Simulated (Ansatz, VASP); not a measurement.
# Hg in VASP and in Ansatz

INCAR

```
SYSTEM = Hg
  PREC = Accurate
  ENCUT = 520
  EDIFF = 1E-6
  ISMEAR = -1
  SIGMA = 0.1
  LREAL = .FALSE.
  LASPH = .TRUE.
  NELM = 60
  ALGO = Normal
  ISIF = 2
  LWAVE = .FALSE.
  LCHARG = .TRUE.
  GGA = CA
  LELF = .TRUE.
  LVHAR = .TRUE.
  NBANDS = 12
```

File KPOINTS:

```
Automatic mesh
0
G
  19 19 19
  0 0 0
```

Contents of POSCAR:

```
Hg
1.0
    1.7463233735      1.0082402698      2.1478810803
   -1.7463233735      1.0082402698      2.1478810803
    0.0000000000     -2.0164805396      2.1478810803
Hg
1
Direct
    0.0000000000      1.0000000000      0.0000000000
```

Input for Ansatz:

```yaml
crystal:
  lattice:
    - [1.7463233735, 1.0082402698, 2.1478810803]
    - [-1.7463233735, 1.0082402698, 2.1478810803]
    - [0.0, -2.0164805396, 2.1478810803]
  atoms:
    - { symbol: Hg, position: [0.0, 1.0, 0.0] }
hamiltonian:
  xc: lda
  pseudopotentials:
    kind: paw
    azcp:
      Hg: "pseudopotentials/Hg.paw.azcp"
basis:
  ecutwfc: 420
  fft_grid_basis: typed
kpoints:
  mp_grid: { grid: [19, 19, 19], shift: [0, 0, 0] }
magnetization:
  spin_polarized: false
scf:
  occupations: { method: fermi_dirac, width: 0.1 }
  lower_state_search: "off"
output:
  stress: true
```

Alike in both runs: task single point; functional LDA; k mesh 19 × 19 × 19; occupations fermi-dirac, width 0.1 eV; no spin polarisation.

|  | VASP | Ansatz |
| --- | --- | --- |
| version | VASP 6.6.1 | Ansatz 0.2.0 |
| potentials or method | VASP PAW LDA potentials, release 64 (Hg) | plane waves (420 eV) with PAW, scalar-relativistic |
| plane-wave cutoff (eV) | 520 | 420 |
| valence electrons in the cell | 12 | 20 |

|  | VASP | Ansatz | Ansatz less VASP |
| --- | --- | --- | --- |
| pressure (GPa) | 0.7 | 0.0 | -0.75 |
| largest component of the traceless stress (GPa) | 0.12 | 0.21 | +0.087 |

The two sets of potentials don't hold the same shells in valence. Ansatz warned: «pseudo_functional_mismatch».

The runs have no spin-orbit coupling, so splittings on Hg are missing.
